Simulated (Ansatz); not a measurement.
# TiAl2: tests of the settings

The task here is to estimate one member of a computed series from the others.

Computed with Ansatz 0.2.0 (DFT r2SCAN, scalar-relativistic, plane waves, PAW, unless a step's input says otherwise).

1 further run of the same task is left out (for a known fault of the program).

### The starting structure

It takes space group Cmmm (No. 65, orthorhombic). Conventional cell: a = 3.959 Å, b = 12.094 Å, c = 4.032 Å, α = 90.00°, β = 90.00°, γ = 90.00°. Ti (site symmetry m2m) is surrounded by 10 Al at 2.68 to 2.92 Å. Al (site symmetry mmm) has 4 Ti at 2.68 Å and 8 Al at 2.83 to 2.93 Å as nearest neighbours. Around Al (site symmetry m2m) lie 6 Al at 2.67 to 2.93 Å and 6 Ti at 2.84 to 2.92 Å. Al (site symmetry mmm) has 4 Ti at 2.70 Å and 8 Al at 2.83 to 2.91 Å as nearest neighbours.

Coordinates:

```cif
data_structure
_symmetry_space_group_name_H-M 'Cmmm'
_symmetry_Int_Tables_number 65
_cell_length_a 3.9591
_cell_length_b 12.0944
_cell_length_c 4.0315
_cell_angle_alpha 90.000
_cell_angle_beta 90.000
_cell_angle_gamma 90.000
_cell_volume 193.04
loop_
_atom_site_label
_atom_site_type_symbol
_atom_site_symmetry_multiplicity
_atom_site_Wyckoff_symbol
_atom_site_fract_x
_atom_site_fract_y
_atom_site_fract_z
_atom_site_occupancy
Ti1 Ti 4 i 0.50000 0.85100 0.00000 1
Al1 Al 2 a 0.00000 0.00000 0.00000 1
Al2 Al 4 j 0.50000 0.67600 0.50000 1
Al3 Al 2 c 0.50000 0.00000 0.50000 1
```

Source of the structure: the Crystallography Open Database. It is taken as it stands there.

### The base input

File input.yaml:

```yaml
crystal:
  lattice:
    - [1.97955, -6.0472, 0.0]
    - [1.97955, 6.0472, 0.0]
    - [0.0, 0.0, 4.0315]
  atoms:
    - { symbol: Ti, position: [0.649, 0.351, 0.0] }
    - { symbol: Ti, position: [0.351, 0.649, 0.0] }
    - { symbol: Al, position: [0.0, 0.0, 0.0] }
    - { symbol: Al, position: [0.824, 0.176, 0.5] }
    - { symbol: Al, position: [0.176, 0.824, 0.5] }
    - { symbol: Al, position: [0.5, 0.5, 0.5] }
basis:
  ecutwfc: 500
kpoints:
  mp_grid: { grid: [10, 10, 10] }
hamiltonian:
  xc: r2scan
scf:
  occupations: { method: gaussian, width: 0.1 }
output:
  forces: true
  stress: true
  eigenvalues: true
  populations: true
  write_density: true
  write_potential: true
  elf: true
  volumetric_format: npy
```

Its results, from an earlier run: -1195.5176 eV/atom at zero smearing, pressure -1.82 GPa, largest force 0.968 eV/Å, no gap on the mesh, in 7 SCF cycles and 100 s.

The first run:

File input.yaml:

```yaml
crystal:
  lattice:
    - [1.97955, -6.0472, 0.0]
    - [1.97955, 6.0472, 0.0]
    - [0.0, 0.0, 4.0315]
  atoms:
    - { symbol: Ti, position: [0.649, 0.351, 0.0] }
    - { symbol: Ti, position: [0.351, 0.649, 0.0] }
    - { symbol: Al, position: [0.0, 0.0, 0.0] }
    - { symbol: Al, position: [0.824, 0.176, 0.5] }
    - { symbol: Al, position: [0.176, 0.824, 0.5] }
    - { symbol: Al, position: [0.5, 0.5, 0.5] }
basis:
  ecutwfc: 500
kpoints:
  mp_grid: { grid: [1, 1, 1] }
hamiltonian:
  xc: r2scan
scf:
  occupations: { method: gaussian, width: 0.1 }
output:
  forces: true
  stress: true
  eigenvalues: true
```

The run is started by

```sh
$ ansatz run input.yaml --threads 1 --pin off --max-ram 2560MiB --backend cpu --events-out ev --progress --plain --runs-dir out
```

Among the steps run: K-point mesh set to 1×1×1; K-point mesh set to 2×2×2; K-point mesh: 4×4×4; K-point mesh: 6×6×6; K-point mesh: 8×8×6; K-point mesh: 8×8×8; K-point mesh: 10×10×8; K-point mesh set to 12×12×12; K-point mesh set to 14×14×14; K-point mesh: 16×16×16.

One table of the session follows, with a row left open; its other results are not shown here.

| mesh | ΔE (meV/atom) | pressure (GPa) | largest change of a force component (eV/Å) |
| --- | --- | --- | --- |
| 1×1×1 | 927 | -1.19 | 3.190 |
| 2×2×2 | 63.8 | -1.68 | 0.437 |
| 4×4×4 | 2.68 | -1.75 | 0.073 |
| 6×6×6 | ? | ? | ? |
| 8×8×6 | 1.21 | -1.80 | 0.032 |
| 8×8×8 | -0.13 | -1.81 | 0.013 |
| 10×10×8 | -0.16 | -1.81 | 0.006 |
| 10×10×10 | -0.29 | -1.82 | 0.006 |
| 12×12×12 | 0.09 | -1.82 | 0.004 |
| 14×14×14 | -0.08 | -1.82 | 0.003 |
| 16×16×16 | 0.00 | -1.82 | 0.000 |

**Question.** Estimate the row for 6×6×6.

As computed: ΔE (meV/atom): 2.07; pressure (GPa): -1.78; largest change of a force component (eV/Å): 0.023. In the column «ΔE (meV/atom)» it lies between 8×8×6 (1.21) and 4×4×4 (2.68).

To keep in mind: The error changes sign along the series, since a k mesh isn't variational, and a metal needs dense meshes to resolve its Fermi surface. The listed cell is far from this method's equilibrium (-1.8 GPa, forces up to 0.97 eV/Å), so its values are not those of the relaxed crystal.
